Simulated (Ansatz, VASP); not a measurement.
Two plane-wave programs on MnO2 (Pyrolusite)

File INCAR:

```
ALGO = Fast
EDIFF = 1E-6
ENCUT = 520
GGA = PE
ISIF = 2
ISMEAR = 0
ISPIN = 2
LASPH = T
LCHARG = F
LDAU = T
LDAUJ = 0 0
LDAUL = 2 -1
LDAUPRINT = 1
LDAUTYPE = 2
LDAUU = 3.9 0
LMAXMIX = 4
LORBIT = 11
LREAL = F
LWAVE = F
MAGMOM = 3 3 0 0 0 0
NBANDS = 38
NELM = 150
PREC = Accurate
SIGMA = 0.05
```

File KPOINTS:

```
k-points
0
Gamma
  4 4 6
```

Contents of POSCAR:

```
MnO2
1.0
    4.3983000000      0.0000000000      0.0000000000
    0.0000000000      4.3983000000      0.0000000000
    0.0000000000      0.0000000000      2.8730000000
Mn O
2 4
Direct
    0.0000000000      0.0000000000      0.0000000000
    0.5000000000      0.5000000000      0.5000000000
    0.3051500000      0.3051500000      0.0000000000
    0.1948500000      0.8051500000      0.5000000000
    0.6948500000      0.6948500000      0.0000000000
    0.8051500000      0.1948500000      0.5000000000
```

Input for Ansatz:

```yaml
crystal:
  lattice:
    - [4.3983, 0.0, 0.0]
    - [0.0, 4.3983, 0.0]
    - [0.0, 0.0, 2.873]
  atoms:
    - { symbol: Mn, position: [0.0, 0.0, 0.0], spin: 3.0 }
    - { symbol: Mn, position: [0.5, 0.5, 0.5], spin: 3.0 }
    - { symbol: O, position: [0.30515, 0.30515, 0.0] }
    - { symbol: O, position: [0.19485, 0.80515, 0.5] }
    - { symbol: O, position: [0.69485, 0.69485, 0.0] }
    - { symbol: O, position: [0.80515, 0.19485, 0.5] }
basis:
  ecutwfc: 420
  ecutrho_ratio: 4
kpoints:
  mp_grid: { grid: [4, 4, 6] }
hamiltonian:
  xc: pbe
  hubbard: { sites: [{ species: Mn, l: d, u_eff: 3.9 }] }
scf:
  occupations: { method: gaussian, width: 0.05 }
  lower_state_search: "off"
output:
  forces: true
  stress: true
  eigenvalues: true
  populations: true
  hubbard: { sites: [{ species: Mn, l: d }] }
magnetization:
  spin_polarized: true
checkpoint:
  read: start.run
  write: ck
  compress: false
  write_wavefunctions: false
  write_every: 100000
```

Alike in both runs: task single point; functional PBE; k mesh 4 × 4 × 6; occupations gaussian, width 0.05 eV; collinear spin; Hubbard terms Mn d U = 3.9 eV.

|  | VASP | Ansatz |
| --- | --- | --- |
| version | VASP 6.6.1 | Ansatz 0.2.0 |
| potentials or method | VASP PAW PBE potentials, release 64 (Mn_pv, O) | scalar-relativistic, plane waves, PAW |
| plane-wave cutoff (eV) | 520 | 420 |
| valence electrons in the cell | 50 | 54 |

VASP gave:

- gap on the k mesh at the Fermi level (eV): none
- pressure (GPa): 11.8
- largest component of the traceless stress (GPa): 2.77
- rms of the force components (eV/Å): 0.052
- net moment per atom (μB): 1.00
- size of the moment on the site where the two differ most (μB): 3.01

Which values does Ansatz return?

gap on the k mesh at the Fermi level (eV): none; pressure (GPa): 10.6; largest component of the traceless stress (GPa): 2.88; rms of the force components (eV/Å): 0.034; net moment per atom (μB): 1.00; size of the moment on the site where the two differ most (μB): 2.64.

Site moments also hang on the region over which each program counts them. The programs project onto different local orbitals, so the same U acts differently. Atom by atom the forces differ by 0.018 eV/Å (rms over components). A gap of «none» marks a metal or a gap that the smearing closes. The two sets of potentials don't hold the same shells in valence. Ansatz warned: «filled_band_counts_differ_across_k_points».

A k mesh can miss the band edges. The state reached can hang on the start; a lower one may exist.
